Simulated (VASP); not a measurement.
Wanted: the native input for a VASP 6.6.1 run.

```
Task                   : relaxation of cell and atoms
Functional             : PBE
Potentials or basis    : VASP PAW PBE potentials, release 64 (Si)
Cutoff                 : 600 eV
k mesh                 : 8 × 8 × 8
Occupations            : gaussian, width 0.02 eV
Spin                   : no spin polarisation
Dipole correction      : no
Further INCAR settings : ALGO = Fast; EDIFF = 1e-06; IBRION = 2; EDIFFG = -0.005; NSW = 100; ISIF = 3
```

The structure of Si lies in POSCAR:

```
Si
1.0
    0.0000000000      2.7218511865      2.7218511865
    2.7218511865      0.0000000000      2.7218511865
    2.7218511865      2.7218511865      0.0000000000
Si
2
Direct
    0.2500000000      0.2500000000      0.2500000000
    0.0000000000      0.0000000000      0.0000000000
```

These files were run (other wordings do the same):

INCAR

```
ALGO = Fast
EDIFF = 1E-6
EDIFFG = -0.005
ENCUT = 600
GGA = PE
IBRION = 2
ISIF = 3
ISMEAR = 0
LASPH = T
LCHARG = F
LREAL = F
LWAVE = F
NELM = 100
NSW = 100
PREC = Accurate
SIGMA = 0.02
```

KPOINTS

```
k-points
0
Gamma
  8 8 8
```

Potentials or basis: VASP PAW PBE potentials, release 64 (Si).

Launch:

```console
$ cat potpaw_PBE.64/Si/POTCAR > POTCAR
$ mpirun -np 1 vasp_std > vasp.out
```

It gave:

```yaml
Relaxed_volume: 20.44 Å³/atom
Relaxed_cell: a = 3.867 Å, b = 3.867 Å, c = 3.867 Å, α = 60.00°, β = 60.00°, γ = 60.00°
Space_group_after_relaxing_to_0.05_Å: Fd-3m (No. 227)
Energy_gained_by_relaxing: 1.1 meV/atom
Ionic_steps: 3
Pressure_after_relaxing: 0.0 GPa
Band_gap_on_the_k_mesh: 0.65 eV, indirect (least direct gap 2.56 eV)
```

Wall time 9.1 s on 1 thread of Intel(R) Xeon(R) 6975P-C (Granite Rapids) (shared host), peak memory 0.17 GiB.
